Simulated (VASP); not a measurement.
Set up this calculation in VASP 6.6.1, as the native input.

| Quantity | Value |
| --- | --- |
| Task | relaxation of cell and atoms |
| Functional | PBEsol |
| Potentials or basis | VASP PAW PBE potentials, release 64 (Sn_d) |
| Cutoff | 600 eV |
| k mesh | 12 × 12 × 12 |
| Occupations | gaussian, width 0.03 eV |
| Spin | no spin polarisation |
| Further INCAR settings | ALGO = Normal; EDIFF = 1e-07; IBRION = 2; EDIFFG = -0.005; NSW = 90; ISIF = 3 |

The structure of Sn lies in POSCAR:

```
Sn                                      
1.0
   -2.9136480455      2.9136480455      1.5811265831
    2.9136480455     -2.9136480455      1.5811265831
    2.9136480455      2.9136480455     -1.5811265831
  Sn            
     2
Direct
     0.0000000000000000    0.0000000000000000    0.0000000000000000
     0.7500000000000000    0.2500000000000000    0.5000000000000000
```

These files were run (other wordings do the same):

INCAR

```
PREC     = Accurate       # precision mode
ENCUT    = 600            # plane-wave cutoff, eV
EDIFF    = 1E-7           # SCF threshold, eV
ISMEAR   = 0              # smearing method
SIGMA    = 0.03           # smearing width, eV
LREAL    = False          # projectors in reciprocal space
LASPH    = True           # aspherical terms in the spheres
NELM     = 80             # most SCF steps
ALGO     = Normal         # electronic algorithm
ISIF     = 3              # what is computed and relaxed
LWAVE    = False          # write WAVECAR
LCHARG   = False          # write CHGCAR
GGA      = PS             # functional
IBRION   = 2              # ionic algorithm
NSW      = 90             # ionic steps
EDIFFG   = -0.005         # ionic threshold
```

KPOINTS

```
regular mesh
0
Gamma
  12 12 12
```

Potentials or basis: VASP PAW PBE potentials, release 64 (Sn_d).

The run is started by

```sh
$ cat potpaw_PBE.64/Sn_d/POTCAR > POTCAR
$ mpirun -np 1 vasp_std > vasp.out
```

Results of the run:

```
Pressure after relaxing : 0.0 GPa
Band gap on the k mesh  : none (metal or under the smearing width)
```

Caveat: the relaxation stopped at its first step, so nothing moved; the PAW data sets were made with another functional, which shifts forces and pressure a little.

It took 57 s on 1 thread of Intel(R) Xeon(R) 6975P-C (Granite Rapids) (shared host), peak memory 0.31 GiB.
